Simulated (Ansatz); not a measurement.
# BN under changes of volume

One of the cells (8.249 Å³/atom); the others are scaled copies at fixed shape and fractional positions:

```xyz
2
Lattice="2.5080 0.0000 0.0000 -1.2467 2.1762 0.0000 -0.6307 -1.0881 3.0225" Properties=species:S:1:pos:R:3 pbc="T T T"
N     0.6410   -0.3484    2.9772
B     1.2297    2.1384    0.0055
```

The cell comes from a database or a generator and needn't be the stable form of this composition.

| Quantity | Value |
| --- | --- |
| Program | Ansatz 0.2.0 |
| Functional | PBEsol |
| Potentials or basis | Ansatz PAW |
| Cutoff | 420 eV (not typed: the program's choice for these potentials) |
| k mesh | 13 × 13 × 9 |
| Occupations | fermi-dirac, width 0.05 eV |
| Spin | no spin polarisation |

```csv
volume (Å³/atom),energy over the lowest point (meV/atom),pressure (GPa),gap on the mesh (eV),largest force (eV/Å)
7.754,32.40,20.2,2.67,3.144
7.919,15.13,13.4,2.69,3.002
8.084,4.51,7.3,2.70,2.867
8.249,0.00,1.6,2.72,2.740
8.414,1.04,-3.6,2.73,2.619
8.579,?,?,?,?
8.744,17.93,-12.6,2.74,2.396
```

Task: What does the run at 8.579 Å³/atom give?

Result: Energy over the lowest point 7.17 meV/atom; pressure -8.3 GPa; gap on the mesh 2.74 eV; largest force 2.505 eV/Å.

Worked out: A Birch-Murnaghan fit of order 3 (a polynomial in V^(-2/3)) to the other rows has its minimum at 8.30 Å³/atom with B0 = V·E''(V) = 264 GPa and B' = 3.5 at fixed shape and positions, which overstates the stiffness. It gives 7.16 meV/atom at 8.579 Å³/atom, against the run's 7.17, and -dE/dV = -8.3 GPa, against -8.3. A straight line through the other rows of the gap, of slope 0.595 eV per unit of ln V, gives 2.74 eV, against the run's 2.74.

Energies are extrapolated to zero smearing.

Caveats: odd divisions of the mesh miss points on the zone boundary, where band edges often lie, so the gap on the mesh can be too wide; the PAW data sets come from PBE, with cores solved anew for the run's functional, which leaves a small shift of forces and pressure; forces of over 1 eV/Å show positions far from the minimum, so gaps and moduli don't describe the material at rest.

A mesh can miss the band edges.
